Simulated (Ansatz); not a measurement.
**Random displacements in Te2Mo**

Computed with Ansatz, DFT r2SCAN, scalar-relativistic, plane waves, PAW. Cutoff 500 eV, Γ-centred 12×12×2 k-points, Gaussian smearing of 0.05 eV. Spin–orbit coupling is left out, which matters for the heavy elements here. No spin polarisation. Energies are free energies at this smearing, counted from the undisturbed cell; pressure is positive in compression.

The undisturbed cell (as given, not relaxed at this level):

```
Te Mo
1.0
     3.51820    0.00000    0.00000
    -1.75910    3.04685    0.00000
     0.00000    0.00000   13.97360
Te Mo
4 2
Direct
  0.33333 0.66667 0.62100
  0.66667 0.33333 0.12100
  0.33333 0.66667 0.87900
  0.66667 0.33333 0.37900
  0.33333 0.66667 0.25000
  0.66667 0.33333 0.75000
```

The cell holds layers and no dispersion correction was added, so their binding is poorly described.

The atoms are displaced (Å, in the unstrained cell):

| atom | ux | uy | uz |
| --- | --- | --- | --- |
| Te1 | 0.067 | -0.030 | 0.082 |
| Te2 | -0.014 | -0.012 | -0.027 |
| Te3 | -0.040 | -0.051 | -0.104 |
| Te4 | 0.088 | 0.039 | -0.011 |
| Mo5 | -0.086 | 0.049 | 0.081 |
| Mo6 | -0.015 | 0.005 | -0.021 |

The cell is not strained.

Q: What are the energy change, the stress and the forces?

A: ΔE = 74.0 meV/atom; stress (xx, yy, zz, yz, xz, xy; compression positive) (5.24, 4.60, 7.75, -0.68, -0.10, 0.80) GPa; gap on the mesh 0.60 eV.
```
atom Fx (eV/Å) Fy Fz
 Te1      -0.75   0.38  -1.69
 Te2      -0.44   0.36   0.99
 Te3       0.21   0.48   1.35
 Te4      -1.50  -0.08   1.36
 Mo5       1.94  -0.30  -2.37
 Mo6       0.54  -0.84   0.35
```

Cost: 1 run of about 5.4 core-minutes, on Intel Xeon Processor @ 2.50GHz (Skylake/Cascade Lake) (shared hosts).